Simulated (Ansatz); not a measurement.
# PbSe (Clausthalite) (Fm-3m) in Ansatz: a series of runs

The runs below take PbSe (Clausthalite) through single point, with PBE.

Everything below comes from runs of Ansatz 0.2.0. Logs are shortened: lines on timing, memory, paths and dates and some standing lists are left out, and cuts for length are marked.

**What was measured.**

From a printed reference work, monograph, for a bulk crystal of PbSe: band gap 0.28 eV (direct) at 300 K; band gap 0.15 eV (direct) at 4.2 K.

How close the calculation comes is told below.

### 1 Starting point

Symmetry: Fm-3m, No. 225, cubic system. The conventional cell has a = 6.121 Å, b = 6.121 Å, c = 6.121 Å, α = 90.00°, β = 90.00°, γ = 90.00°. Pb (site symmetry m-3m) is surrounded by 6 Se at 3.06 Å. Se (site symmetry m-3m) is surrounded by 6 Pb at 3.06 Å.

### 2 Single point, PBE

Input file input.yaml:

```yaml
crystal:
  lattice:
    - [0.0, 3.06065, 3.06065]
    - [3.06065, 0.0, 3.06065]
    - [3.06065, 3.06065, 0.0]
  atoms:
    - { symbol: Pb, position: [0.0, 0.0, 0.0] }
    - { symbol: Se, position: [0.5, 0.5, 0.5] }
kpoints:
  mp_grid: { grid: [5, 5, 5] }
scf:
  occupations: { method: fermi_dirac, width: 0.04 }
hamiltonian:
  xc: pbe
  pseudopotentials: { kind: all_electron, lapw: { basis_error: 0.003 } }
output:
  forces: true
  stress: true
  eigenvalues: true
```

Potentials or basis: all-electron LAPW, scalar-relativistic.

Started as:

```sh
> ansatz run input.yaml --threads 1 --pin off --max-ram 3072MiB --backend cpu --events-out ev --progress --plain --runs-dir out
```

Log:

```text
Warning: RAYON_NUM_THREADS=1 ignored (pool sized by the plan → 1); use --threads N
LAPW: plane waves up to 6.535 Å⁻¹, error target 3.0e-3 eV per atom; small_component_spin mean_spin; Se in spheres of 1.431 Å, 24 of its electrons in bands, Dirac shells []; Pb in spheres of 1.630 Å, 36 of its electrons in bands, Dirac shells [] (how accurate: hamiltonian.pseudopotentials.lapw.basis_error, Limitations)
Engine: ansatz 0.2.0, x86_64-unknown-linux-gnu
Pseudopotentials: kind: all_electron
Pseudopotential: Pb, LAPW, valence charge 36, lapw/all_electron/scalar/gaussian/Pb, Koelling and Harmon's equation, gaussian nucleus
Pseudopotential: Se, LAPW, valence charge 24, lapw/all_electron/scalar/gaussian/Se, Koelling and Harmon's equation, gaussian nucleus
Functional definition: PBE
  parameter kappa = 0.804
  parameter beta = 0.06672455060314922
  exchange = pbe_x(kappa = kappa, mu = beta*pi^2/3)
  correlation = pbe_c(beta = beta)
Crystal: 2 atoms, lattice volume = 57.342 Å³
Basis set: ecut = 162.69819256433814 eV, 283 PW (Γ), exchange–correlation at level 2
Bands: 36, of which v1, the nominal top of the filled ones, is band 30 counted from 1 (29 counted from 0)
Symmetry: 48 space group operations
Space group: Fm-3m (ITA 225), of the structure as read, at distance tolerance 3.9e-5 Å
k-points: 10 of 125
Non-local potential: Pb, projectors of the file, none
Non-local potential: Se, projectors of the file, none
Initial density: superposition of atomic densities (chi_scale 0.1, normalization cell, long waves kept (reshape's long-wave potential 0.00 eV rms))
Initial wavefunctions: plane waves of lowest kinetic energy (no species holds an atomic orbital)
Functional: x = pbe(κ = 0.804, μ = 0.2195149727645171), c = pbe(β = 0.06672455060314922)
iter 1 solved again at ethr=1.40e-3 eV; its pass at ethr=1.00e-1 eV (dr2=8.43e-1 eV) is discarded
SCF iter   1: F=—  HF=-634193.668847 eV  |F-HF|=—  |Δ(HF+E_count)|=         —  Δρ=2.47e-2  dr2=8.43e-1  ethr=1.40e-3  ⟨swp⟩=2.0  Hψ=2213  notcnv=0
preconditioner: auto → none  [insulator: Δε(μ)=1.406 eV  Ē_g=16.865 eV  σ=0.040 eV  W_gap=1.00  n_scr=14 (ndim 8)  ℏωp=21.9 eV  f_vac=0.119  D(μ)=0.00/eV (n_scr^D=0)  ε∞_Penn≈2.7]
iter 2 solved again at ethr=3.15e-5 eV; its pass at ethr=1.40e-3 eV (dr2=1.89e-2 eV) is discarded
SCF iter   2: F=—  HF=-634193.414671 eV  |F-HF|=—  |Δ(HF+E_count)|=   2.54e-1  Δρ=5.39e-3  dr2=1.89e-2  ethr=3.15e-5  ⟨swp⟩=2.0  Hψ=1870  notcnv=0
SCF iter   3: F=—  HF=-634193.382206 eV  |F-HF|=—  |Δ(HF+E_count)|=   3.25e-2  Δρ=3.27e-3  dr2=1.07e-2  ethr=3.15e-5  ⟨swp⟩=2.7  Hψ=1138  notcnv=0
SCF iter   4: F=—  HF=-634193.383848 eV  |F-HF|=—  |Δ(HF+E_count)|=   1.64e-3  Δρ=8.81e-4  dr2=6.20e-4  ethr=1.78e-5  ⟨swp⟩=2.0  Hψ=1064  notcnv=0
SCF iter   5: F=—  HF=-634193.384085 eV  |F-HF|=—  |Δ(HF+E_count)|=   2.37e-4  Δρ=1.16e-4  dr2=8.46e-6  ethr=1.03e-6  ⟨swp⟩=2.5  Hψ=1076  notcnv=0
SCF iter   6: F=—  HF=-634193.384095 eV  |F-HF|=—  |Δ(HF+E_count)|=   1.06e-5  Δρ=1.95e-5  dr2=3.51e-7  ethr=1.41e-8  ⟨swp⟩=3.0  Hψ=1110  notcnv=0
SCF iter   7: F=-634193.384095 eV  HF=-634193.384095 eV  |F-HF|=9.20e-9  |Δ(HF+E_count)|=   3.24e-7  Δρ=6.05e-6  dr2=3.65e-8  ethr=5.84e-10  ⟨swp⟩=3.0  Hψ=1096  notcnv=0
SCF 1 converged in 7 iterations: F = -634193.384095 eV  dr2 = 3.65e-8
SCF converged after 7 iterations
Free energy (F): -634193.384095 eV
Harris-Foulkes:  -634193.384095 eV  (|F-HF|=9.20e-9)
Internal energy: -634193.384095 eV  (E = F + TS)
E sigma→0 (E₀):  -634193.384095 eV
Entropy (-TS):   -0.000000 eV (-0.000 meV/atom)
Fermi energy:    11.984575 eV
--- Per-component energies (eV) ---
  E_band       = -3854.446736
  E_kinetic    = 722667.095340
  E_xc         = -12976.395084
  E_electrostatic = -1343884.084351  (all electrons and nuclei)
  E_smearing   = -0.000000  (= −TS)
  E_closure    = 0.000000  (closes the sum)
  E_atoms      = -634185.215359  (free atoms, spherical and without spin; not in F)
  Σ components = -634193.384095   (vs F -634193.384095, Δ=0.00e0)
  Basis errors (estimates in eV, not in F): energy 1.0e-3 per atom: plane waves 9.5e-4 (5.2e-4 summed), levels above the bands 3.8e-88, relativity 2.2e-7, radial functions 5.7e-5, core shells 1.2e-8; eigenvalues (radial functions only) 3.0e-5; not estimated: angular momenta, meshes, grids; target (lapw.basis_error) 3.0e-3; muffin-tin radii Se 1.431 Å, Pb 1.630 Å
--- Forces (eV/Å), atoms counted from 1 ---
  atom   1  Pb    -0.00000000     0.00000000     0.00000000
  atom   2  Se     0.00000000    -0.00000000     0.00000000
  max |Σ_I F_I| component: 5.92e-31 eV/Å
--- Stress (GPa, compression-positive) ---
        2.271668      -0.000000      -0.000000
       -0.000000       2.271668      -0.000000
       -0.000000      -0.000000       2.271668
  P = ⅓ Tr σ = 2.2717 GPa (22.717 kbar)
--- Band table (eV; the first three rows and the last of 10) ---
  k-point 0: bands = ["-195.7975", "-135.2641", "-135.2641", "-135.2641", "-127.7420", "-116.7707", "-116.7682", "-116.7682", "-116.7682", "-116.7663", "-116.7663", "-116.7663", "-69.5865", "-69.5865", "-69.5865", "-35.4787", "-35.4787", "-35.4765", "-35.4765", "-35.4765", "-5.0938", "-5.0938", "-5.0938", "-5.0904", "-5.0904", "-1.8446", "5.4584", "9.8717", "9.8717", "9.8717", "16.4681", "16.4681", "16.4681", "18.2768", "18.2768", "18.2768"]
  k-point 1: bands = ["-195.7975", "-135.2641", "-135.2641", "-135.2641", "-127.7420", "-116.7707", "-116.7682", "-116.7682", "-116.7682", "-116.7663", "-116.7663", "-116.7663", "-69.5865", "-69.5865", "-69.5865", "-35.4787", "-35.4787", "-35.4765", "-35.4764", "-35.4764", "-5.0995", "-5.0995", "-5.0925", "-5.0818", "-5.0818", "-1.5520", "4.5649", "9.9760", "9.9760", "10.4762", "14.4852", "15.1111", "15.1111", "18.1206", "19.0831", "19.0831"]
  k-point 2: bands = ["-195.7975", "-135.2641", "-135.2641", "-135.2641", "-127.7420", "-116.7707", "-116.7682", "-116.7682", "-116.7682", "-116.7663", "-116.7663", "-116.7663", "-69.5866", "-69.5865", "-69.5865", "-35.4787", "-35.4787", "-35.4764", "-35.4764", "-35.4764", "-5.1131", "-5.1131", "-5.0910", "-5.0635", "-5.0635", "-0.9244", "3.2099", "10.2220", "10.2220", "11.3792", "12.5649", "13.6737", "13.6737", "19.4981", "21.0768", "21.0768"]
  k-point 9: bands = ["-195.7975", "-135.2641", "-135.2641", "-135.2641", "-127.7420", "-116.7707", "-116.7682", "-116.7682", "-116.7682", "-116.7663", "-116.7663", "-116.7663", "-69.5866", "-69.5866", "-69.5865", "-35.4787", "-35.4787", "-35.4765", "-35.4764", "-35.4764", "-5.1720", "-5.0926", "-5.0902", "-5.0700", "-5.0539", "-0.5010", "3.6558", "7.9188", "7.9539", "10.6705", "13.8242", "16.3185", "16.3791", "18.6760", "20.3999", "23.0891"]
```

It took 3.5 s on 1 thread of Intel Xeon Platinum 8488C (Sapphire Rapids), shared host; peak memory 0.28 GiB.

What came out:

| Quantity | Value |
| --- | --- |
| Free energy | -634193.3841 eV |
| Pressure | 2.3 GPa |

Caveat: this odd mesh misses L, where the gap lies, so gap, dielectric constants and Born charges aren't listed.

### 3 Single point, PBE

Input file input.yaml:

```yaml
crystal:
  lattice:
    - [0.0, 3.06065, 3.06065]
    - [3.06065, 0.0, 3.06065]
    - [3.06065, 3.06065, 0.0]
  atoms:
    - { symbol: Pb, position: [0.0, 0.0, 0.0] }
    - { symbol: Se, position: [0.5, 0.5, 0.5] }
kpoints:
  mp_grid: { grid: [8, 8, 8] }
scf:
  occupations: { method: gaussian, width: 0.023 }
hamiltonian:
  xc: pbe
  pseudopotentials: { kind: all_electron, lapw: { basis_error: 0.001 } }
output:
  forces: true
  stress: true
  eigenvalues: true
```

Potentials or basis: all-electron LAPW, scalar-relativistic.

Started as:

```sh
> ansatz run input.yaml --threads 1 --pin off --max-ram 3072MiB --backend cpu --events-out ev --progress --plain --runs-dir out
```

Run time: 5.6 s. Hardware: 1 thread of Intel Xeon Platinum 8488C (Sapphire Rapids), shared host; peak memory 0.34 GiB.

Results (log left out):

* Free energy: -634193.3735 eV
* Pressure: 2.4 GPa
* Band gap on the k mesh: 0.28 eV, direct

Levels at points of the mesh, in eV from the valence-band top:
| k point | band 28 | band 29 | band 30 | band 31 | band 32 | band 33 |
| --- | --- | --- | --- | --- | --- | --- |
| (0.00, 0.00, 0.00) | -1.89 | -1.89 | -1.89 | 4.71 | 4.71 | 4.71 |
| (0.00, 0.00, -0.50) | -1.48 | -1.48 | 0.00 | 0.28 | 1.69 | 1.69 |
| (0.00, -0.50, -0.50) | -4.99 | -3.24 | -3.24 | 3.69 | 5.60 | 5.60 |

Caveat: spin-orbit coupling is left out, which as a rule narrows the gap of such compounds by several tenths of an eV.

### 4 Single point, PBE, spin-orbit coupling, no magnetisation

Changes to input.yaml since step 3:

```diff
@@ -9,5 +9,5 @@
 kpoints:
-  mp_grid: { grid: [8, 8, 8] }
+  mp_grid: { grid: [6, 6, 6] }
 scf:
-  occupations: { method: gaussian, width: 0.023 }
+  occupations: { method: tetrahedron }
 hamiltonian:
@@ -15,2 +15,5 @@
   pseudopotentials: { kind: all_electron, lapw: { basis_error: 0.001 } }
+magnetization:
+  noncollinear: true
+  spin_orbit: true
 output:
```

Potentials or basis: all-electron LAPW, relativistic spinors.

Started as:

```sh
> ansatz run input.yaml --threads 1 --pin off --max-ram 3072MiB --backend cpu --events-out ev --progress --plain --runs-dir out
```

Run time: 26 s. Hardware: 1 thread of Intel Xeon Platinum 8488C (Sapphire Rapids), shared host; peak memory 0.45 GiB.

The run converged. Its results:

| Quantity | Value |
| --- | --- |
| Free energy | -635468.7263 eV |
| Pressure | 1.8 GPa |
| Band gap on the k mesh | 0.20 eV, direct |

Levels at points of the mesh, in eV from the valence-band top:
```tsv
k point	band 58	band 59	band 60	band 61	band 62	band 63
(0.00, 0.00, 0.00)	-1.55	-1.55	-1.55	3.25	3.25	5.61
(0.00, 0.00, -0.50)	-1.23	0.00	0.00	0.20	0.20	1.57
(0.00, -0.50, -0.50)	-3.36	-2.87	-2.87	3.92	3.92	4.73
```

Caveat: with tetrahedron occupations forces and stress needn't match the slope of the energy.

(Part 1 of 2 ends here.)
